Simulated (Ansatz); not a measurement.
MnO under changes of volume

One of the cells (10.999 Å³/atom); the others are scaled copies at fixed shape and fractional positions:

```xyz
2
Lattice="0.0000 2.2239 2.2239 2.2239 0.0000 2.2239 2.2239 2.2239 0.0000" Properties=species:S:1:pos:R:3 pbc="T T T"
Mn    0.0000    0.0000    0.0000
O     2.2239    2.2239    2.2239
```

The cell is a database's computed one.

| Property | Result |
| --- | --- |
| Program | Ansatz 0.2.0 |
| Functional | B3LYP5 |
| Potentials or basis | Ansatz PAW |
| Cutoff | 420 eV (not typed: the program's choice for these potentials) |
| k mesh | 5 × 5 × 5 |
| Occupations | fermi-dirac, width 0.05 eV |
| Spin | collinear spin, ferromagnetic start |
| Starting moments | [4.0, 0.0] μB |

| volume (Å³/atom) | energy over the lowest point (meV/atom) | pressure (GPa) | gap on the mesh (eV) |
| --- | --- | --- | --- |
| 10.339 | 53.38 | 18.0 | 1.83 |
| 10.559 | 32.00 | 13.4 | 1.98 |
| 10.779 | 16.64 | 9.3 | 2.09 |
| 10.999 | ? | ? | ? |
| 11.219 | 0.94 | 2.2 | 2.00 |
| 11.439 | 0.00 | -0.8 | 1.96 |
| 11.659 | 2.96 | -3.6 | 1.92 |

Task: What does the run at 10.999 Å³/atom give?

Result: Energy over the lowest point 6.01 meV/atom; pressure 5.6 GPa; gap on the mesh 2.04 eV.

Worked out: A Birch-Murnaghan fit of order 3 (a polynomial in V^(-2/3)) to the other rows has its minimum at 11.38 Å³/atom with B0 = V·E''(V) = 154 GPa and B' = 3.8. It gives 6.37 meV/atom at 10.999 Å³/atom, against the run's 6.01, and -dE/dV = 5.6 GPa, against 5.6. The gap follows no smooth curve through the other rows.

Energies are extrapolated to zero smearing.

Caveats: all runs use coarse meshes; the magnetic or orbital state may not be the lowest; odd divisions of the mesh miss points on the zone boundary, where band edges often lie, so the gap on the mesh can be too wide; a cell with one magnetic atom can't hold antiferromagnetic order, which such compounds often take; the PAW data sets come from PBE, with cores solved anew for the run's functional, which leaves a small shift of forces and pressure; the thresholds are loose for stress.

A mesh can miss the band edges.
